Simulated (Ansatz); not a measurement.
# HfN (Pm-3m) in Ansatz: reference runs

Reference runs on HfN: the cell as given and a disturbed copy.

All numbers are computed with Ansatz 0.2.0; they aren't measurements. Logs are shortened: lines on timing, memory, paths and dates and some standing lists are left out, and cuts for length are marked.

## Step 1: The structure

It takes space group Pm-3m (No. 221, cubic). The conventional cell has a = 2.825 Å, b = 2.825 Å, c = 2.825 Å, α = 90.00°, β = 90.00°, γ = 90.00°. Around Hf (site symmetry m-3m) lie 8 N at 2.45 Å. N (site symmetry m-3m) has 8 Hf at 2.45 Å as nearest neighbours.

The cell was built by a generator and needn't be a form met in nature.

## Step 2: Single point, PBE

Input file input.yaml:

```yaml
crystal:
  lattice:
    - [2.82503, 0.0, 0.0]
    - [0.0, 2.82503, 0.0]
    - [0.0, 0.0, 2.82503]
  atoms:
    - { symbol: Hf, position: [0.5, 0.5, 0.5] }
    - { symbol: "N", position: [0.0, 0.0, 0.0] }
kpoints:
  mp_grid: { grid: [9, 9, 9] }
scf:
  occupations: { method: fermi_dirac, width: 0.05 }
hamiltonian:
  xc: pbe
  pseudopotentials: { kind: all_electron, lapw: { basis_error: 0.001 } }
output:
  forces: true
  stress: true
  eigenvalues: true
  populations: true
```

Potentials or basis: all-electron LAPW, scalar-relativistic.

On the command line:

```
> ansatz run input.yaml --threads 1 --pin off --max-ram 3072MiB --backend cpu --events-out ev --progress --plain --runs-dir out
```

The log of the run:

```text
Warning: RAYON_NUM_THREADS=1 ignored (pool sized by the plan → 1); use --threads N
Hf: projections on atomic orbitals take those of the free atom 1s2 2s2 2p6 3s2 3p6 3d10 4s2 4p6 4d10 4f14 5s2 5p6 5d2 6s2, of charge +0.00 (hamiltonian.pseudopotentials.projection_atoms)
N: projections on atomic orbitals take those of the free atom 1s2 2s2 2p3, of charge +0.00 (hamiltonian.pseudopotentials.projection_atoms)
LAPW: plane waves up to 8.662 Å⁻¹, error target 1.0e-3 eV per atom; small_component_spin mean_spin; N in spheres of 1.047 Å, 7 of its electrons in bands, Dirac shells []; Hf in spheres of 1.400 Å, 42 of its electrons in bands, Dirac shells [] (how accurate: hamiltonian.pseudopotentials.lapw.basis_error, Limitations)
Engine: ansatz 0.2.0, x86_64-unknown-linux-gnu
Pseudopotentials: kind: all_electron
Pseudopotential: Hf, LAPW, valence charge 42, lapw/all_electron/scalar/gaussian/Hf, Koelling and Harmon's equation, gaussian nucleus
Pseudopotential: N, LAPW, valence charge 7, lapw/all_electron/scalar/gaussian/N, Koelling and Harmon's equation, gaussian nucleus
Functional definition: PBE
  parameter kappa = 0.804
  parameter beta = 0.06672455060314922
  exchange = pbe_x(kappa = kappa, mu = beta*pi^2/3)
  correlation = pbe_c(beta = beta)
Crystal: 2 atoms, lattice volume = 22.546 Å³
Basis set: ecut = 285.86649115969846 eV, 251 PW (Γ), exchange–correlation at level 2
Bands: 30, of which v1, the nominal top of the filled ones, is band 25 counted from 1 (24 counted from 0)
Symmetry: 48 space group operations
Space group: Pm-3m (ITA 221), of the structure as read, at distance tolerance 2.8e-5 Å
k-points: 35 of 729
Non-local potential: Hf, projectors of the file, none
Non-local potential: N, projectors of the file, none
Initial density: superposition of atomic densities (chi_scale 0.1, normalization cell, long waves kept (reshape's long-wave potential 0.00 eV rms))
Initial wavefunctions: plane waves of lowest kinetic energy (no species holds an atomic orbital)
Functional: x = pbe(κ = 0.804, μ = 0.2195149727645171), c = pbe(β = 0.06672455060314922)
iter 1 solved again at ethr=7.02e-3 eV; its pass at ethr=1.00e-1 eV (dr2=3.44e0 eV) is discarded
SCF iter   1: F=—  HF=-411743.333928 eV  |F-HF|=—  |Δ(HF+E_count)|=         —  Δρ=1.05e-1  dr2=3.44e0  ethr=7.02e-3  ⟨swp⟩=2.0  Hψ=6390  notcnv=0
preconditioner: auto → none  [insulator: Δε(μ)=0.256 eV  Ē_g=18.722 eV  σ=0.050 eV  W_gap=0.69  n_scr=6 (ndim 8)  ℏωp=42.1 eV  f_vac=0.000  D(μ)=0.74/eV (n_scr^D=6)  ε∞_Penn≈6.1]
SCF iter   2: F=—  HF=-411742.971029 eV  |F-HF|=—  |Δ(HF+E_count)|=   3.63e-1  Δρ=8.67e-2  dr2=2.36e0  ethr=7.02e-3  ⟨swp⟩=3.0  Hψ=3142  notcnv=0
iter 3 solved again at ethr=3.02e-4 eV; its pass at ethr=4.83e-3 eV (dr2=1.48e-1 eV) is discarded
SCF iter   3: F=—  HF=-411741.761489 eV  |F-HF|=—  |Δ(HF+E_count)|=    1.21e0  Δρ=2.16e-2  dr2=1.48e-1  ethr=3.02e-4  ⟨swp⟩=2.0  Hψ=5289  notcnv=0
SCF iter   4: F=—  HF=-411741.789371 eV  |F-HF|=—  |Δ(HF+E_count)|=         —  Δρ=1.99e-2  dr2=1.37e-1  ethr=3.02e-4  ⟨swp⟩=2.3  Hψ=3328  notcnv=0
the basis was enlarged: its passes take 1.3 MiB over the memory plan, 1 of 1 planned eigensolver slots
SCF iter   5: F=—  HF=-411741.738392 eV  |F-HF|=—  |Δ(HF+E_count)|=   5.10e-2  Δρ=9.98e-3  dr2=3.45e-2  ethr=2.80e-4  ⟨swp⟩=2.0  Hψ=2953  notcnv=0
SCF iter   6: F=—  HF=-411741.727872 eV  |F-HF|=—  |Δ(HF+E_count)|=   1.05e-2  Δρ=3.65e-3  dr2=4.64e-3  ethr=7.04e-5  ⟨swp⟩=2.0  Hψ=3130  notcnv=0
SCF iter   7: F=—  HF=-411741.726093 eV  |F-HF|=—  |Δ(HF+E_count)|=   1.78e-3  Δρ=5.31e-4  dr2=9.77e-5  ethr=9.48e-6  ⟨swp⟩=2.0  Hψ=3145  notcnv=0
SCF iter   8: F=—  HF=-411741.726056 eV  |F-HF|=—  |Δ(HF+E_count)|=   3.65e-5  Δρ=8.49e-6  dr2=2.38e-8  ethr=1.99e-7  ⟨swp⟩=2.0  Hψ=3144  notcnv=0
SCF iter   9: F=-411741.726057 eV  HF=-411741.726057 eV  |F-HF|=3.49e-10  |Δ(HF+E_count)|=   7.83e-7  Δρ=1.80e-6  dr2=1.06e-9  ethr=4.87e-11  ⟨swp⟩=3.0  Hψ=3352  notcnv=0
SCF 1 converged in 9 iterations: F = -411741.726057 eV  dr2 = 1.06e-9
SCF converged after 9 iterations
Free energy (F): -411741.726057 eV
Harris-Foulkes:  -411741.726057 eV  (|F-HF|=3.49e-10)
Internal energy: -411741.715007 eV  (E = F + TS)
E sigma→0 (E₀):  -411741.720532 eV
Entropy (-TS):   -0.011050 eV (-5.525 meV/atom)
Fermi energy:    23.654150 eV
--- Per-component energies (eV) ---
  E_band       = -4374.759091
  E_kinetic    = 457965.561709
  E_xc         = -8604.638516
  E_electrostatic = -861102.638200  (all electrons and nuclei)
  E_smearing   = -0.011050  (= −TS)
  E_closure    = 0.000000  (closes the sum)
  E_atoms      = -411724.663545  (free atoms, spherical and without spin; not in F)
  Σ components = -411741.726057   (vs F -411741.726057, Δ=0.00e0)
  Basis errors (estimates in eV, not in F): energy 2.6e-4 per atom: plane waves 2.2e-4 (1.1e-4 summed), levels above the bands 4.2e-95, relativity 4.4e-8, radial functions 4.3e-5, core shells 5.4e-8; eigenvalues (radial functions only) 2.3e-6; not estimated: angular momenta, meshes, grids; target (lapw.basis_error) 1.0e-3; muffin-tin radii N 1.047 Å, Hf 1.400 Å
--- Forces (eV/Å), atoms counted from 1 ---
  atom   1  Hf     0.00000000    -0.00000000    -0.00000000
  atom   2  N     -0.00000000    -0.00000000     0.00000000
  max |Σ_I F_I| component: 1.25e-30 eV/Å
--- Stress (GPa, compression-positive) ---
        0.239510      -0.000000       0.000000
       -0.000000       0.239510       0.000000
        0.000000       0.000000       0.239510
  P = ⅓ Tr σ = 0.2395 GPa (2.395 kbar)
--- Band table (eV; the first three rows and the last of 35) ---
  k-point 0: bands = ["-352.7833", "-349.8095", "-349.8095", "-349.8095", "-177.6808", "-177.6808", "-177.6808", "-177.6629", "-177.6629", "-38.3816", "-6.5545", "-6.5545", "-6.5545", "7.5067", "11.7797", "11.7797", "11.7797", "11.8197", "11.8197", "11.8197", "11.8343", "21.2076", "21.2076", "22.5784", "22.5784", "22.5784", "26.9411", "29.9687", "29.9687", "29.9687"]
  k-point 1: bands = ["-352.7833", "-349.8095", "-349.8095", "-349.8095", "-177.6808", "-177.6808", "-177.6808", "-177.6629", "-177.6629", "-38.3713", "-6.7252", "-6.5394", "-6.5394", "7.7393", "11.7747", "11.7840", "11.7840", "11.8047", "11.8251", "11.8251", "11.8320", "20.5136", "21.3291", "22.3798", "22.3798", "22.9994", "27.7362", "30.0197", "30.0197", "30.0353"]
  k-point 2: bands = ["-352.7833", "-349.8095", "-349.8095", "-349.8095", "-177.6808", "-177.6808", "-177.6808", "-177.6629", "-177.6629", "-38.3449", "-7.1372", "-6.5010", "-6.5010", "8.3521", "11.7622", "11.7779", "11.7926", "11.7926", "11.8263", "11.8421", "11.8421", "18.8578", "21.6571", "21.8918", "21.8918", "24.6505", "29.2250", "30.1947", "30.1947", "30.2092"]
  k-point 34: bands = ["-352.7833", "-349.8095", "-349.8095", "-349.8095", "-177.6808", "-177.6808", "-177.6808", "-177.6629", "-177.6629", "-38.1297", "-7.4227", "-7.4141", "-7.4141", "10.3831", "11.7875", "11.7888", "11.7888", "11.8476", "11.8476", "11.8514", "12.2351", "17.0070", "17.0070", "17.3823", "30.1953", "30.7613", "30.7613", "31.7002", "31.7002", "33.3982"]
--- Löwdin populations: 2 sites ---
  site symbol       q [e]
     0     Hf     71.2478
     1      N      7.6985
  spilling = 0.000679 (of n_electrons = 79.000000)
```

It took 14 s on 1 thread of AMD EPYC (Zen 3), shared host; peak memory 0.32 GiB.

What came out:

* Free energy: -411741.7261 eV
* Pressure: 0.2 GPa
* Band gap on the k mesh: none (metal or under the smearing width)
* Loewdin charges: Hf +0.75; N -0.70 e

Levels at points of the mesh, in eV from the Fermi level:
```tsv
k point	band 23	band 24	band 25	band 26	band 27	band 28
(0.00, 0.00, 0.00)	-2.45	-1.08	-1.08	-1.08	3.29	6.31
```

Spin-orbit coupling is left out, which matters for the levels of Hf.

## Step 3: Single point, PBE (atoms moved at random, drawn with an rms of 0.05 Å)

Changes to input.yaml since step 2:

```diff
@@ -6,4 +6,4 @@
   atoms:
-    - { symbol: Hf, position: [0.5, 0.5, 0.5] }
-    - { symbol: "N", position: [0.0, 0.0, 0.0] }
+    - { symbol: Hf, position: [0.505414, 0.496146, 0.495352] }
+    - { symbol: "N", position: [-0.014175, 0.008048, -0.017044] }
 kpoints:
```

Potentials or basis: all-electron LAPW, scalar-relativistic.

On the command line:

```
> ansatz run input.yaml --threads 1 --pin off --max-ram 3072MiB --backend cpu --events-out ev --progress --plain --runs-dir out
```

Wall time 4.3 min (1 thread of AMD EPYC (Zen 3), shared host); peak memory 0.85 GiB.

Results (log left out):

```yaml
Free_energy: -411741.7184 eV
Pressure: 0.7 GPa
Largest_force: 0.211 eV/Å
Band_gap_on_the_k_mesh: none (metal or under the smearing width)
Loewdin_charges: Hf +0.75; N -0.70 e
```

Forces in eV/Å, atoms in the order of the input:
```
Hf  -0.156  0.098 -0.102
N    0.156 -0.098  0.102
```

Stress tensor (GPa, compression positive):
```
 0.64 -0.44  0.45
-0.44  0.75 -0.28
 0.45 -0.28  0.75
```

Levels at points of the mesh, in eV from the Fermi level:
| k point | band 20 | band 21 | band 22 | band 23 | band 24 | band 25 | band 26 | band 27 | band 28 | band 29 |
| --- | --- | --- | --- | --- | --- | --- | --- | --- | --- | --- |
| (0.00, 0.00, 0.00) | -11.84 | -11.82 | -2.57 | -2.52 | -1.10 | -1.03 | -0.96 | 3.27 | 6.31 | 6.32 |

The run has no spin-orbit coupling, so splittings on Hf are missing.
